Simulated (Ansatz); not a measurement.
Theory: Ansatz 0.2.0, DFT PBE, scalar-relativistic, plane waves, PAW. Settings: cutoff 420 eV, Γ-centred meshes spaced at most about 0.3 Å⁻¹, and about 0.25 Å⁻¹ or finer for metals (2π included), Gaussian smearing. No spin polarisation in the final relaxations.

All energies are static (0 K, no zero-point motion). All come from trial cells, and lower structures may exist.

Problem. Which of these relaxed structures of Be is the lowest in energy?
A.

```
CELL_PARAMETERS angstrom
2.02010 0.00000 0.00000
0.00000 2.02010 0.00000
0.00000 0.00000 2.66802
ATOMIC_POSITIONS crystal
Be 0.50000 0.50000 0.00000
```

B.

```
CELL_PARAMETERS angstrom
2.14378 0.00000 0.00000
-1.07189 1.85657 0.00000
0.00000 0.00000 2.45479
ATOMIC_POSITIONS crystal
Be 0.00000 0.00000 0.50000
```

C.

```
CELL_PARAMETERS angstrom
-2.74177 2.74177 1.21850
2.74177 -2.74177 1.21850
2.74177 2.74177 -1.21850
ATOMIC_POSITIONS crystal
Be 0.37500 0.12500 0.25000
Be 0.87500 0.12500 0.75000
Be 0.87500 0.12500 0.25000
Be 0.87500 0.62500 0.75000
```

D.

```
CELL_PARAMETERS angstrom
-2.19444 2.19444 1.79052
2.19444 -2.19444 1.79052
2.19444 2.19444 -1.79052
ATOMIC_POSITIONS crystal
Be 0.15950 0.65950 0.81899
Be 0.65950 0.84050 0.50000
Be 0.34050 0.15950 0.50000
Be 0.84050 0.34050 0.18101
```

Solution. D. It has space group I4/mcm (No. 140); the next, B, with the simple hexagonal type, space group P6/mmm (No. 191), lies 0.39 eV/atom higher. Counting all near atoms (those within 1.25 times the shortest distance at each site; a plus sign parts nearer from farther groups), the lowest has Be 11 and the next has Be 6+2.

Cells relaxed within their symmetry can be saddle points. The I4/mcm cell of Be came from shaking the P4/mmm one. The part of the Crystallography Open Database at hand lists Be in space groups No. 18, 194; no cell shown has one of them. Some structure types and database cells were kept out of the candidates from the start, so a known form may be missing.
